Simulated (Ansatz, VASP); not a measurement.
Mn: VASP beside Ansatz

```
Mn
1.0
     2.73155    0.00000    0.00000
     0.00000    2.73155    0.00000
     0.00000    0.00000   24.65750
Mn
6
Direct
  0.50000 0.50000 0.30417
  0.00000 0.00000 0.38250
  0.50000 0.50000 0.46083
  0.00000 0.00000 0.53917
  0.50000 0.50000 0.61750
  0.00000 0.00000 0.69583
```

Alike in both runs: task single point; functional PBE; k mesh 10 × 10 × 1; occupations fermi-dirac, width 0.05 eV; collinear spin, ferromagnetic start.

|  | VASP | Ansatz |
| --- | --- | --- |
| version | VASP 6.6.1 | Ansatz 0.2.0 |
| potentials or method | VASP PAW PBE potentials, release 64 (Mn_pv) | Ansatz PAW |
| plane-wave cutoff (eV) | 520 | 420 |
| valence electrons in the cell | 78 | 90 |

Ansatz gave:

```
gap on the k mesh at the Fermi level (eV)                     : none
rms of the force components (eV/Å)                            : 0.275
net moment per atom (μB)                                      : 1.24
size of the moment on the site where the two differ most (μB) : 3.11
work function, face that differs most (eV)                    : 3.98
```

Question: Estimate VASP's values.

Answer: gap on the k mesh at the Fermi level (eV): none; rms of the force components (eV/Å): 0.197; net moment per atom (μB): 3.29; size of the moment on the site where the two differ most (μB): 2.84; work function, face that differs most (eV): 3.75.

The net moments differ so much that the two runs ended in different magnetic states, which moves the other rows too. Site moments also hang on the region over which each program counts them. Atom by atom the forces differ by 0.126 eV/Å (rms over components). A gap of «none» marks a metal or a gap that the smearing closes. The two sets of potentials don't hold the same shells in valence.

Caveats: the bands computed are all filled at some k points, so no gap is given (VASP); the starting moments weren't kept (Ansatz).
